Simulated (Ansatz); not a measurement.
**Strain response of ZnS**

Computed with Ansatz 0.2.0, DFT PBE, scalar-relativistic, plane waves, PAW. (420 eV cutoff, 12×12×4 k-mesh, Gaussian smearing of 0.02 eV, no spin polarisation)

Starting point, cell and atoms relaxed:

```
Zn S
1.0
     3.84407    0.00000    0.00000
    -1.92203    3.32906    0.00000
     0.00000    0.00000    6.30464
Zn S
2 2
Direct
  0.33333 0.66667 0.00027
  0.66667 0.33333 0.50027
  0.33333 0.66667 0.37473
  0.66667 0.33333 0.87473
```

Deformation: c alone is stretched, the rest of the cell is held and the atoms relax, all within the symmetry that the strain leaves. Energies are extrapolated to zero smearing. Gaps are Kohn–Sham gaps over the whole zone.

| strain (%) | ΔE (meV/atom) | a (Å) | b (Å) | c (Å) | gap (eV) |
| --- | --- | --- | --- | --- | --- |
| -3.0 | 8.1 | 3.844 | 3.844 | 6.115 | 2.23 |
| -2.0 | 3.6 | 3.844 | 3.844 | 6.179 | 2.21 |
| -1.0 | 0.9 | 3.844 | 3.844 | 6.242 | 2.15 |
| +0.0 | 0.0 | 3.844 | 3.844 | 6.305 | 2.08 |
| +1.0 | 0.8 | 3.844 | 3.844 | 6.368 | 2.01 |
| +2.0 | 3.2 | 3.844 | 3.844 | 6.431 | 1.94 |
| +3.0 | 7.2 | 3.844 | 3.844 | 6.494 | 1.86 |

(1) What stiffness (1/V) d²E/dε² at zero strain does a cubic fit over all points give?

(2) How fast does the gap move with strain on either side?

Answers

(1) A cubic fit gives (1/V) d²E/dε² = 135 GPa at zero strain (the elastic constant along c at held a and b).

(2) -70 meV per percent on the compressed side and -72 meV per percent on the stretched side; it is direct at -1.0 %, direct at zero and direct at +1.0 %.